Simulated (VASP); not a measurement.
# Y (P6_3/mmc) in VASP: notebook

Runs on Y. Level: PBEsol. Tasks: equation of state.

All numbers are computed with VASP 6.6.1; they aren't measurements. Logs are shortened: lines on timing, memory, paths and dates and some standing lists are left out, and cuts for length are marked.

**1. The undisturbed crystal**

The structure is hexagonal, space group P6_3/mmc (No. 194). Conventional cell: a = 3.647 Å, b = 3.647 Å, c = 5.731 Å, α = 90.00°, β = 90.00°, γ = 120.00°. Y (site symmetry -6m2) is surrounded by 12 Y at 3.56 to 3.65 Å.

**2. Equation of state, PBEsol, 32.02 Å³/atom**

INCAR reads:

```
SYSTEM = Y
PREC = Accurate ; ENCUT = 900
EDIFF = 1E-8 ; ISMEAR = -1
SIGMA = 0.05 ; LREAL = .FALSE.
LASPH = .TRUE. ; NELM = 100
ALGO = Normal ; ISIF = 2
LWAVE = .FALSE. ; LCHARG = .FALSE.
GGA = PS ; ADDGRID = .FALSE.
```

KPOINTS reads:

```
Automatic mesh
0
G
  14 14 8
  0 0 0
```

POSCAR reads:

```
Y
1.0
    3.6105550567      0.0000000000      0.0000000000
   -1.8052775283      3.1268324009      0.0000000000
    0.0000000000      0.0000000000      5.6727111937
Y
2
Direct
    0.6666666667      0.3333333333      0.7500000000
    0.3333333333      0.6666666667      0.2500000000
```

Potentials or basis: VASP PAW PBE potentials, release 64 (Y_sv).

Run with:

```
> cat potpaw_PBE.64/Y_sv/POTCAR > POTCAR
> mpirun -np 1 vasp_std > vasp.out
```

OUTCAR:

```text
SYSTEM = Y
   PREC = Accurate
   ENCUT = 900
   EDIFF = 1E-8
   ISMEAR = -1
   LREAL = .FALSE.
   LASPH = .TRUE.
   NELM = 100
   ISIF = 2
   GGA = PS

 ion  position               nearest neighbor table
   1  0.667  0.333  0.750-   2 3.52   2 3.52   2 3.52   2 3.52   2 3.52   2 3.52
   2  0.333  0.667  0.250-   1 3.52   1 3.52   1 3.52   1 3.52   1 3.52   1 3.52

  LATTYP: Found a hexagonal cell.
 ALAT       =     3.6105550567
 C/A-ratio  =     1.5711465702

  Lattice vectors:

 A1 = (   3.6105550567,   0.0000000000,   0.0000000000)
 A2 = (  -1.8052775283,   3.1268324009,   0.0000000000)
 A3 = (   0.0000000000,   0.0000000000,   5.6727111937)

Analysis of symmetry for initial positions (statically):
=====================================================================
 Subroutine PRICEL returns:
 Original cell was already a primitive cell.

 Routine SETGRP: Setting up the symmetry group for a
 hexagonal supercell.

 Subroutine GETGRP returns: Found 24 space group operations
 (whereof 12 operations were pure point group operations)
 out of a pool of 24 trial point group operations.

The static configuration has the point symmetry D_3d.
 The point group associated with its full space group is D_6h.

Analysis of symmetry for dynamics (positions and initial velocities):
=====================================================================
 Subroutine PRICEL returns:
 Original cell was already a primitive cell.

 Routine SETGRP: Setting up the symmetry group for a
 hexagonal supercell.

 Subroutine GETGRP returns: Found 24 space group operations
 (whereof 12 operations were pure point group operations)
 out of a pool of 24 trial point group operations.

The dynamic configuration has the point symmetry D_3d.
 The point group associated with its full space group is D_6h.

 Subroutine INISYM returns: Found 24 space group operations
 (whereof 12 operations are pure point group operations),
 and found     1 'primitive' translations

----------------------------------------------------------------------------------------

                                     Primitive cell

  volume of cell :      64.0426

  direct lattice vectors                    reciprocal lattice vectors
     3.610555057  0.000000000  0.000000000     0.276965725  0.159906236  0.000000000
    -1.805277528  3.126832401  0.000000000     0.000000000  0.319812472  0.000000000
     0.000000000  0.000000000  5.672711194     0.000000000  0.000000000  0.176282551

  length of vectors
     3.610555057  3.610555057  5.672711194     0.319812472  0.319812472  0.176282551

  position of ions in fractional coordinates (direct lattice)
     0.666666667  0.333333333  0.750000000
     0.333333333  0.666666667  0.250000000

  ion indices of the primitive-cell ions
   primitive index   ion index
                 1           1
                 2           2

----------------------------------------------------------------------------------------

 KPOINTS: Automatic mesh

Automatic generation of k-mesh.
 Grid dimensions read from file:
 generate k-points for:   14   14    8

 Generating k-lattice:

  Cartesian coordinates                     Fractional coordinates (reciprocal lattice)
     0.019783266  0.011421874  0.000000000     0.071428571  0.000000000  0.000000000
     0.000000000  0.022843748  0.000000000     0.000000000  0.071428571  0.000000000
     0.000000000  0.000000000  0.022035319     0.000000000  0.000000000  0.125000000

  Length of vectors
     0.022843748  0.022843748  0.022035319

  Shift w.r.t. Gamma in fractional coordinates (k-lattice)
     0.000000000  0.000000000  0.000000000

 Subroutine IBZKPT returns following result:
 ===========================================

 Found    120 irreducible k-points:

 Following reciprocal coordinates:
            Coordinates               Weight
  0.000000  0.000000  0.000000      1.000000
  0.071429 -0.000000  0.000000      6.000000
  0.142857 -0.000000  0.000000      6.000000
  0.214286  0.000000  0.000000      6.000000
  0.285714  0.000000  0.000000      6.000000
  0.357143  0.000000  0.000000      6.000000
[... 16 lines left out ...]
  0.285714  0.285714  0.000000      6.000000
  0.357143  0.285714  0.000000      6.000000
 [... further k-points ...]
   k-points           NKPTS =    120   k-points in BZ     NKDIM =    120   number of bands    NBANDS=     15
   number of dos      NEDOS =    301   number of ions     NIONS =      2
   total plane-waves  NPLWV =  72576
   dimension x,y,z NGX =    36 NGY =   36 NGZ =   56
   dimension x,y,z NGXF=    72 NGYF=   72 NGZF=  112
   ions per type =               2
   NGX,Y,Z   is equivalent  to a cutoff of  16.58, 16.58, 16.41 a.u.
   NGXF,Y,Z  is equivalent  to a cutoff of  33.15, 33.15, 32.82 a.u.
 SYSTEM =  Y
   PREC   = accura    normal or accurate (medium, high low for compatibility)
   ISTART =      0    job   : 0-new  1-cont  2-samecut
   ICHARG =      2    charge: 1-file 2-atom 10-const
   ISPIN  =      1    spin polarized calculation?
   LNONCOLLINEAR =      F non collinear calculations
   LSORBIT =      F    spin-orbit coupling
   LASPH  =      T    aspherical Exc in radial PAW
   ENCUT  =  900.0 eV  66.15 Ry    8.13 a.u.   8.83  8.83 13.88*2*pi/ulx,y,z
   NELM   =    100;   NELMIN=  2; NELMDL= -5     # of ELM steps
   EDIFF  = 0.1E-07   stopping-criterion for ELM
   LREAL  =      F    real-space projection
   EDIFFG = 0.1E-06   stopping-criterion for IOM
   NSW    =      0    number of steps for IOM
   IBRION =     -1    ionic relax: 0-MD 1-quasi-New 2-CG
   NFREE  =      0    steps in history (QN), initial steepest desc. (CG)
   ISIF   =      2    stress and relaxation
   ISYM   =      2    0-nonsym 1-usesym 2-fastsym
   POTIM  = 0.5000    time-step for ionic-motion
   TEBEG  =    0.0;   TEEND  =   0.0 temperature during run
   PSTRESS=    0.0 pullay stress
   NELECT =      22.0000    total number of electrons
   NUPDOWN=      -1.0000    fix difference up-down
   EMIN   =  10.00;   EMAX   =-10.00  energy-range for DOS
   EFERMI =   0.00;   METHOD = LEGACY
   ISMEAR =    -1;   SIGMA  =   0.05  broadening in eV -4-tet -1-fermi 0-gaus
   EFERMI_NEDOS =   21; number of points for ismear=-14 and -15
   IALGO  =     38    algorithm
   IMIX   =      4    mixing-type and parameters
     AMIX     =   0.40;   BMIX     =  1.00
     AMIX_MAG =   1.60;   BMIX_MAG =  1.00
  volume/ion in A,a.u.               =      32.02       216.09
  Fermi-wavevector in a.u.,A,eV,Ry     =   1.146549  2.166664 17.885875  1.314575
  Thomas-Fermi vector in A             =   2.283233
   LORBIT       =      0    0 simple, 1 ext, 2 COOP (PROOUT), +10 PAW based schemes
   GGA     = PS    functional components
   LHFCALC =     F    Hartree Fock is set to
   AEXX    =    0.0000 exact exchange contribution
   IVDW    =     0    specifies the selected vdW correction
   LEPSILON=     F    determine dielectric tensor
   LRPA    =     F    only Hartree local field effects (RPA)
 non-spin polarized calculation
  energy-cutoff  :      900.00
  volume of cell :       64.04
 maximum number of plane-waves:      3981
 NGX is ok and might be reduce to    36
   NGX = 17   NGY = 17   NGZ = 27

 number of electron      22.0000000 magnetization

 Free energy of the ion-electron system (eV)
  ---------------------------------------------------
  ext. energy  EPLUGINS =         0.00000000
  ---------------------------------------------------
  free energy    TOTEN  =       -13.64938391 eV

  energy without entropy =      -13.61874549  energy(sigma->0) =      -13.63406470

 E-fermi :   3.0074     XC(G=0):  -9.6332

 val. band max:        2.9996319533   @ k =   0.2857   0.2143   0.2500
 cond. band min:       3.0104030458   @ k =   0.3571   0.1429   0.2500
 fundamental gap:      0.0107710925
 Fermi energy:         3.0074426871

 k-point     1 :       0.0000    0.0000    0.0000
  band No.  band energies     occupation
      1     -39.5266      2.00000
      2     -39.4443      2.00000
      3     -19.8568      2.00000
      4     -19.3346      2.00000
      5     -19.3346      2.00000
      6     -19.2377      2.00000
      7     -19.2377      2.00000
      8     -19.2025      2.00000
      9      -1.7353      2.00000
     10       1.0948      2.00000
     11       3.9782      0.00000
     12       4.7716      0.00000
     13       4.7716      0.00000
     14       5.0693      0.00000
     15       5.3934      0.00000

 k-point     2 :       0.0714   -0.0000    0.0000
  band No.  band energies     occupation
      1     -39.5237      2.00000
      2     -39.4432      2.00000
      3     -19.8468      2.00000
      4     -19.3551      2.00000
      5     -19.3416      2.00000
      6     -19.2593      2.00000
      7     -19.2402      2.00000
      8     -19.2071      2.00000
      9      -1.6229      2.00000
     10       1.2013      2.00000
     11       3.8560      0.00000
     12       4.4759      0.00000
     13       4.8761      0.00000
     14       5.2480      0.00000
     15       5.3090      0.00000

 k-point     3 :       0.1429   -0.0000    0.0000
  band No.  band energies     occupation
      1     -39.5155      2.00000
      2     -39.4404      2.00000
      3     -19.8179      2.00000
      4     -19.4127      2.00000
      5     -19.3607      2.00000
      6     -19.3188      2.00000
      7     -19.2480      2.00000
      8     -19.2211      2.00000
      9      -1.2969      2.00000
     10       1.4955      2.00000
     11       3.5399      0.00005
     12       4.0069      0.00000
     13       4.9542      0.00000
     14       5.1856      0.00000
     15       5.3811      0.00000
[... 343 lines left out ...]
 k-point    23 :       0.2857    0.2857    0.0000
  band No.  band energies     occupation
      1     -39.4497      2.00000
      2     -39.4346      2.00000
      3     -19.6783      2.00000
      4     -19.6036      2.00000
      5     -19.5344      2.00000
      6     -19.5300      2.00000
      7     -19.4314      2.00000
      8     -19.4105      2.00000
      9       1.9090      2.00000
     10       2.2722      2.00000
     11       2.5347      1.99984
     12       2.5740      1.99966
     13       4.0319      0.00000
     14       4.2925      0.00000
     15       5.1948      0.00000

 k-point    24 :       0.3571    0.2857    0.0000
  band No.  band energies     occupation
      1     -39.4443      2.00000
      2     -39.4376      2.00000
      3     -19.6802      2.00000
      4     -19.5746      2.00000
      5     -19.5735      2.00000
      6     -19.4949      2.00000
      7     -19.4507      2.00000
      8     -19.4422      2.00000
      9       2.1895      2.00000
     10       2.2556      2.00000
     11       2.4761      1.99995
     12       2.5448      1.99981
     13       4.0677      0.00000
     14       4.1532      0.00000
     15       5.3414      0.00000

 [... further k-points ...]

------------------------ aborting loop because EDIFF is reached ----------------------------------------

  FORCE on cell =-STRESS in cart. coord.  units (eV):
  Direction    XX          YY          ZZ          XY          YZ          ZX
  --------------------------------------------------------------------------------------
  -------------------------------------------------------------------------------------
  Total       -0.3219266     -0.3219266     -0.6069725     -0.0000000     -0.0000000      0.0000000
  in kB       -8.0537499     -8.0537499    -15.1848446     -0.0000000     -0.0000000      0.0000000
  external PRESSURE =     -10.4307814 kB  Pullay stress =       0.0000000 kB

 VOLUME and BASIS-vectors are now :
 -----------------------------------------------------------------------------
  energy-cutoff  :      900.00
  volume of cell :       64.04
      direct lattice vectors                 reciprocal lattice vectors
     3.610555057  0.000000000  0.000000000     0.276965725  0.159906236  0.000000000
    -1.805277528  3.126832401  0.000000000     0.000000000  0.319812472  0.000000000
     0.000000000  0.000000000  5.672711194     0.000000000  0.000000000  0.176282551

 POSITION                                       TOTAL-FORCE (eV/Angst)
 -----------------------------------------------------------------------------------
      1.80528      1.04228      4.25453        -0.000000      0.000000      0.000000
     -0.00000      2.08455      1.41818         0.000000     -0.000000      0.000000
 -----------------------------------------------------------------------------------
    total drift:                               -0.000000      0.000000     -0.000000

  FREE ENERGIE OF THE ION-ELECTRON SYSTEM (eV)
  ---------------------------------------------------
  free  energy   TOTEN  =       -13.6493839090 eV

  energy  without entropy=      -13.6187454869  energy(sigma->0) =      -13.63406470
```

Run time: 5 min. Hardware: 1 thread of Intel Xeon Platinum 8488C (Sapphire Rapids), shared host; peak memory 0.45 GiB.

Results:

```
Free energy            : -13.6494 eV
Pressure               : -1.0 GPa
Band gap on the k mesh : none (metal or under the smearing width)
```

Caveat: the PAW data sets were made with another functional, which shifts forces and pressure a little.

**3. Equation of state, PBEsol, 34.00 Å³/atom**

INCAR is that of step 2.

KPOINTS is that of step 2.

POSCAR reads:

```
Y
1.0
    3.6835152200      0.0000000000      0.0000000000
   -1.8417576100      3.1900177558      0.0000000000
    0.0000000000      0.0000000000      5.7873423041
Y
2
Direct
    0.6666666667      0.3333333333      0.7500000000
    0.3333333333      0.6666666667      0.2500000000
```

Potentials or basis: VASP PAW PBE potentials, release 64 (Y_sv).

Run with:

```
> cat potpaw_PBE.64/Y_sv/POTCAR > POTCAR
> mpirun -np 1 vasp_std > vasp.out
```

Wall time 5.2 min (1 thread of Intel Xeon Platinum 8488C (Sapphire Rapids), shared host); peak memory 0.47 GiB.

The run converged. Its results:

```yaml
Free_energy: -13.5960 eV
Pressure: -3.2 GPa
Band_gap_on_the_k_mesh: none (metal or under the smearing width)
```

Caveat: the PAW data sets were made with another functional, which shifts forces and pressure a little.

**4. Equation of state, PBEsol, 32.02 Å³/atom**

INCAR reads:

```
SYSTEM = Y
PREC = Accurate ; ENCUT = 300
EDIFF = 1E-6 ; ISMEAR = -1
SIGMA = 0.15 ; LREAL = .FALSE.
LASPH = .TRUE. ; NELM = 100
ALGO = Normal ; ISIF = 2
LWAVE = .FALSE. ; LCHARG = .FALSE.
GGA = PS ; ADDGRID = .FALSE.
```

KPOINTS reads:

```
Automatic mesh
0
G
  2 2 1
  0 0 0
```

POSCAR reads:

```
Y
1.0
    3.6105550567      0.0000000000      0.0000000000
   -1.8052775283      3.1268324009      0.0000000000
    0.0000000000      0.0000000000      5.6727111937
Y
2
Direct
    0.6666666667      0.3333333333      0.7500000000
    0.3333333333      0.6666666667      0.2500000000
```

Run with:

```
> cat potpaw_PBE.64/Y_sv/POTCAR > POTCAR
> mpirun -np 1 vasp_std > vasp.out
```

Run time: 8.8 s. Hardware: 1 thread of Intel Xeon Platinum 8488C (Sapphire Rapids), shared host; peak memory 0.13 GiB.

These settings aren't checked as converged: the numbers below hold their error.

What came out:

```
Free energy            : -15.0634 eV
Pressure               : -10.0 GPa
Band gap on the k mesh : none (metal or under the smearing width)
```

Caveat: the k mesh is coarse (spacing up to 1.11 Å⁻¹), so the values aren't converged; the PAW data sets were made with another functional, which shifts forces and pressure a little.

**5. Equation of state, PBEsol, 34.00 Å³/atom**

INCAR is that of step 4.

KPOINTS is that of step 4.

POSCAR reads:

```
Y
1.0
    3.6835152200      0.0000000000      0.0000000000
   -1.8417576100      3.1900177558      0.0000000000
    0.0000000000      0.0000000000      5.7873423041
Y
2
Direct
    0.6666666667      0.3333333333      0.7500000000
    0.3333333333      0.6666666667      0.2500000000
```

Run with:

```
> cat potpaw_PBE.64/Y_sv/POTCAR > POTCAR
> mpirun -np 1 vasp_std > vasp.out
```

It took 8.3 s on 1 thread of Intel Xeon Platinum 8488C (Sapphire Rapids), shared host; peak memory 0.14 GiB.

These settings aren't checked as converged: the numbers below hold their error.

Results:

- Free energy: -14.8136 eV
- Pressure: -10.7 GPa
- Band gap on the k mesh: none (metal or under the smearing width)

Caveat: the k mesh is coarse (spacing up to 1.09 Å⁻¹), so the values aren't converged; the PAW data sets were made with another functional, which shifts forces and pressure a little.

**6. Equation of state, PBEsol, 32.02 Å³/atom**

INCAR, as its differences from that of step 5:

```diff
@@ -1,3 +1,3 @@
 SYSTEM = Y
-PREC = Accurate ; ENCUT = 300
+PREC = Accurate ; ENCUT = 350
 EDIFF = 1E-6 ; ISMEAR = -1
```

KPOINTS is that of step 5.

POSCAR reads:

```
Y
1.0
    3.6105550567      0.0000000000      0.0000000000
   -1.8052775283      3.1268324009      0.0000000000
    0.0000000000      0.0000000000      5.6727111937
Y
2
Direct
    0.6666666667      0.3333333333      0.7500000000
    0.3333333333      0.6666666667      0.2500000000
```

Potentials or basis: VASP PAW PBE potentials, release 64 (Y_sv).

Run with:

```
> cat potpaw_PBE.64/Y_sv/POTCAR > POTCAR
> mpirun -np 1 vasp_std > vasp.out
```

Run time: 9.2 s. Hardware: 1 thread of Intel Xeon Platinum 8488C (Sapphire Rapids), shared host; peak memory 0.15 GiB.

These settings aren't checked as converged: the numbers below hold their error.

Results:

```yaml
Free_energy: -15.0680 eV
Pressure: -9.9 GPa
Band_gap_on_the_k_mesh: none (metal or under the smearing width)
```

Caveat: the k mesh is coarse (spacing up to 1.11 Å⁻¹), so the values aren't converged; the PAW data sets were made with another functional, which shifts forces and pressure a little.

**7. Equation of state, PBEsol, 34.00 Å³/atom**

INCAR is that of step 6.

KPOINTS is that of step 6.

POSCAR reads:

```
Y
1.0
    3.6835152200      0.0000000000      0.0000000000
   -1.8417576100      3.1900177558      0.0000000000
    0.0000000000      0.0000000000      5.7873423041
Y
2
Direct
    0.6666666667      0.3333333333      0.7500000000
    0.3333333333      0.6666666667      0.2500000000
```

Run with:

```
> cat potpaw_PBE.64/Y_sv/POTCAR > POTCAR
> mpirun -np 1 vasp_std > vasp.out
```

Run time: 9 s. Hardware: 1 thread of Intel Xeon Platinum 8488C (Sapphire Rapids), shared host; peak memory 0.15 GiB.

The run converged, but some of its settings lie outside the range that counts as converged, so its numbers aren't taken as properties of the crystal.

What came out:

| Quantity | Value |
| --- | --- |
| Free energy | -14.8155 eV |
| Pressure | -10.5 GPa |
| Band gap on the k mesh | none (metal or under the smearing width) |

Caveat: the k mesh is coarse (spacing up to 1.09 Å⁻¹), so the values aren't converged; the PAW data sets were made with another functional, which shifts forces and pressure a little.

**8. Equation of state, PBEsol, 32.02 Å³/atom**

INCAR, as its differences from that of step 7:

```diff
@@ -1,3 +1,3 @@
 SYSTEM = Y
-PREC = Accurate ; ENCUT = 350
+PREC = Accurate ; ENCUT = 400
 EDIFF = 1E-6 ; ISMEAR = -1
```

KPOINTS is that of step 7.

POSCAR reads:

```
Y
1.0
    3.6105550567      0.0000000000      0.0000000000
   -1.8052775283      3.1268324009      0.0000000000
    0.0000000000      0.0000000000      5.6727111937
Y
2
Direct
    0.6666666667      0.3333333333      0.7500000000
    0.3333333333      0.6666666667      0.2500000000
```

Run with:

```
> cat potpaw_PBE.64/Y_sv/POTCAR > POTCAR
> mpirun -np 1 vasp_std > vasp.out
```

Wall time 9.1 s (1 thread of Intel Xeon Platinum 8488C (Sapphire Rapids), shared host); peak memory 0.15 GiB.

These settings aren't checked as converged: the numbers below hold their error.

Results:

```
Free energy            : -15.0680 eV
Pressure               : -9.9 GPa
Band gap on the k mesh : none (metal or under the smearing width)
```

Caveat: the k mesh is coarse (spacing up to 1.11 Å⁻¹), so the values aren't converged; the PAW data sets were made with another functional, which shifts forces and pressure a little.

[end of part 1 of 7]
